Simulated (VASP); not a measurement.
# Rh: convergence, self-consistent run

Rh, P6_3/mmc (no. 194), 2 atoms in the cell. AM05; PAW potentials Rh_pv (PBE set). VASP 6.6.1.

Wanted: energy within 0.2 meV/atom; Fermi level within 0.005 eV.

What the run is for: comparing ways to start; Accuracy asked: tight.

POSCAR:
```
Rh
1.0
    2.7309790422      0.0000000000      0.0000000000
   -1.3654895211      2.3650972278      0.0000000000
    0.0000000000      0.0000000000      4.4284890000
Rh
2
Direct
    0.3333333333      0.6666666667      0.2500000000
    0.6666666667      0.3333333333      0.7500000000
```

## How the run starts (with a second run first, the time holds both)

| How the run starts (with a second run first, the time holds both) | Energy less reference (meV/atom) | Fermi level (eV) | Time (s) |
|---|---|---|---|
| from scratch: 11 SCF iterations | 0.00 | 11.1346 | 20 |
| density of a coarse mesh (ICHARG 1): 11 + 9 SCF iterations | 0.00 | 11.1345 | 23 |
| orbitals of a lower cutoff (ISTART 1): 12 + 5 SCF iterations | 0.00 | 11.1347 | 23 |
| orbitals of a loose run: 9 + 2 SCF iterations | 0.00 | 11.1346 | 16 |

Chosen: from scratch: 11 SCF iterations; no other choice that stays within the tolerance saves 30 % of the time.

The chosen settings are those of the reference run.

## The input

INCAR:
```
SYSTEM = Rh
ALGO = Normal
EDIFF = 1E-6
ENCUT = 400
GGA = AM
GGA_COMPAT = .False.
ISIF = 2
ISMEAR = 1
LASPH = .True.
LCHARG = .False.
LREAL = .False.
LWAVE = .False.
NELM = 120
PREC = Accurate
SIGMA = 0.1
```

KPOINTS:
```
k-points
0
Gamma
  14 14 8
```

Commands:
```
cat potpaw_PBE.64/Rh_pv/POTCAR > POTCAR
mpirun -np 1 vasp_std > vasp.out
```

The chosen input took VASP 6.6.1 20 s on 1 core (Intel Xeon Platinum 8488C (Sapphire Rapids)), a shared host.

## An input that fails: restart asked without its files

VASP's message: ERROR: charge density could not be read from file CHGCAR for ICHARG>10.

Changes against the starting input:
```
- NELM = 120
+ NELM = 60
+ ICHARG = 11
```
